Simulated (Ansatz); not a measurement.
The system is GaAs.

```
CELL_PARAMETERS angstrom
-1.88077 1.88077 3.02585
1.88077 -1.88077 3.02585
1.88077 1.88077 -3.02585
ATOMIC_POSITIONS crystal
Ga 0.00000 0.00000 0.00000
As 0.50000 0.50000 0.00000
```

The cell was built by a generator and needn't be a form met in nature.

* Program: Ansatz 0.2.0
* Task: relaxation of cell and atoms
* Functional: HSEsol
* Potentials or basis: Ansatz PAW
* Cutoff: 420 eV (not typed: the program's choice for these potentials)
* k mesh: 5 × 5 × 5
* Occupations: fermi-dirac, width 0.05 eV
* Spin: no spin polarisation

At the start: volume 21.41 Å³/atom.

Problem. Where does the relaxation end?

Solution. It ends after 10 steps and the volume is 18.37 Å³/atom (-14.2 %); space group Fm-3m (No. 225, to 0.05 Å).

The path:
```tsv
step	energy change (eV)	largest force (eV/Å)	volume (Å³)
1	0.0000	0.0000	42.81
2	-0.1564	0.0000	39.09
3	-0.2268	0.0000	36.65
4	-0.2395	0.0000	35.47
5	-0.2535	0.0000	36.57
6	-0.2542	0.0000	36.69
7	-0.2543	0.0000	36.74
8	-0.2518	0.0000	36.74
9	-0.2518	0.0000	36.74
10	-0.2518	0.0000	36.74
```

Final structure:
```xyz
2
Lattice="-1.8657 1.8657 2.6385 1.8657 -1.8657 2.6385 1.8657 1.8657 -2.6385" Properties=species:S:1:pos:R:3 pbc="T T T"
Ga    0.0000    0.0000    0.0000
As    0.0000    0.0000    2.6385
```

Caveat: the k mesh is coarse (spacing up to 0.47 Å⁻¹), so the values aren't converged, least of all with exact exchange; the plane-wave basis is chosen anew once the cell has moved, so the energies of steps on either side of that aren't comparable; the PAW data sets come from PBE, with cores solved anew for the run's functional, which leaves a small shift of forces and pressure.
